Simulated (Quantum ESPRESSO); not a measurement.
Crystal: HgTe (Coloradoite).

```
Hg Te
1.0
     0.00000    3.21450    3.21450
     3.21450    0.00000    3.21450
     3.21450    3.21450    0.00000
Hg Te
1 1
Direct
  0.00000 0.00000 0.00000
  0.75000 0.75000 0.75000
```

| Property | Result |
| --- | --- |
| Program | Quantum ESPRESSO 7.5 |
| Task | phonons |
| Functional | PBE |
| Dispersion | D3(BJ) |
| Potentials or basis | PseudoDojo 0.4.1 SR PBE standard |
| Cutoff | 1088 eV |
| Density cutoff | 4354 eV |
| k mesh | 7 × 7 × 7 |
| Occupations | cold, width 0.136 eV |
| Spin | no spin polarisation |
| Mixing beta | 0.5 |
| Most SCF iterations | 120 |
| SCF threshold | 4e-10 Ry |

The cell and the atoms were relaxed first, to 35.09 Å³/atom (a = 4.630 Å, b = 4.630 Å, c = 4.630 Å, α = 60.00°, β = 60.00°, γ = 60.00°), and the response was taken there.

**Question.** What is the highest optical frequency at the zone centre?

**Answer.** 108 cm⁻¹, a mode of symmetry T2 (IR and Raman).

Optical modes at Γ, degenerate ones joined:
| cm⁻¹ | components | symmetry | active in |
| --- | --- | --- | --- |
| 108 | 3 | T2 | IR and Raman |

Caveat: pairwise dispersion overbinds metals, which lowers pressure and volume.
